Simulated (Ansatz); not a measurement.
# Pt: the cost of one run

Program: Ansatz 0.2.0. Level of theory: DFT PBE, scalar-relativistic, plane waves, PAW. These are calculated values, not measurements.

This is Pt in the bcc structure; at room conditions it is fcc.

1 further run of the same task is left out (it didn't finish).

## 1. The starting structure

It takes space group Im-3m (No. 229, cubic). The conventional cell has a = 3.168 Å, b = 3.168 Å, c = 3.168 Å, α = 90.00°, β = 90.00°, γ = 90.00°. Around Pt (site symmetry m-3m) lie 8 Pt at 2.74 Å.

Coordinates:

```
Pt
1.0
    -1.58422    1.58422    1.58422
     1.58422   -1.58422    1.58422
     1.58422    1.58422   -1.58422
Pt
1
Direct
  0.00000 0.00000 0.00000
```

The structure comes from the Materials Project (structure only).

## 2. Self-consistent density

The input, input.yaml:

```yaml
crystal:
  lattice:
    - [-1.58422, 1.58422, 1.58422]
    - [1.58422, -1.58422, 1.58422]
    - [1.58422, 1.58422, -1.58422]
  atoms:
    - { symbol: Pt, position: [0.0, 0.0, 0.0] }
basis:
  ecutwfc: 500
  fft_grid_basis: typed
kpoints:
  mp_grid: { grid: [16, 16, 16] }
hamiltonian:
  xc: pbe
  pseudopotentials: { kind: paw }
scf:
  occupations: { method: gaussian, width: 0.05 }
output:
  forces: true
  stress: true
  eigenvalues: true
  bader: true
  write_density: true
  volumetric_format: npy
  elf: true
```

Started as:

```console
ansatz run input.yaml --threads 2 --pin off --max-ram 4096MiB --backend cpu --events-out ev --progress --plain --runs-dir out
```

What time and memory should one allow on 2 threads of Intel Xeon Platinum 8488C (Sapphire Rapids), shared host?

About 4.2 s, with a peak of 0.38 GiB.
